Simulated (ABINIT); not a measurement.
Input of an ABINIT 10.8.3 (patched build) run:

The input run.abi:

```
ndtset 2

pp_dirpath "./"
pseudos "Pt.LDA_PW-JTH.xml, Te.LDA_PW-JTH.xml"

acell 8.0556753968 8.0556753967 10.6991965703
rprim
     1.0000000000     0.0000000000     0.0000000000
    -0.5000000000     0.8660254038     0.0000000000
     0.0000000000     0.0000000000     1.0000000000
ntypat 2
znucl 78 52
natom 4
typat 1 1 2 2
xred
     0.0000000000     0.0000000000     0.0000000000
     0.0000000000     0.0000000000     0.5000000000
     0.3333333333     0.6666666667     0.2500000000
     0.6666666667     0.3333333333     0.7500000000

ecut 435.382180 eV
pawecutdg 32.0

ixc 7

occopt 3
tsmear 0.00183747

nstep 100

iomode 3
prtwf 0
prteig 0
prtebands 0
prtden1 1

kptopt1 1
ngkpt1 7 7 5
nshiftk1 1
shiftk1 0.0 0.0 0.0
nband1 20
tolvrs1 1.0e-9

iscf2 -2
getden2 1
nband2 26
nbdbuf2 4
tolwfr2 1.0e-11
kptopt2 -7
ndivsm2 5
prteig2 1
kptbounds2
     0.0000000000     0.0000000000     0.0000000000
     0.5000000000     0.0000000000     0.0000000000
     0.3333333333     0.3333333333     0.0000000000
     0.0000000000     0.0000000000     0.0000000000
     0.0000000000     0.0000000000     0.5000000000
     0.5000000000     0.0000000000     0.5000000000
     0.3333333333     0.3333333333     0.5000000000
     0.0000000000     0.0000000000     0.5000000000
```

Potentials or basis: JTH PAW LDA v2.0.

Command:

```bash
$ mpirun --bind-to none -np 4 abinit run.abi > log 2>&1
```

(1) What does it give for the band gap on the k mesh?

(2) Estimate the pressure.

Results:

(1) none (metal or under the smearing width).

(2) -6.3 GPa.

Caveat: spin-orbit coupling is left out, which moves the levels of the heavy elements.
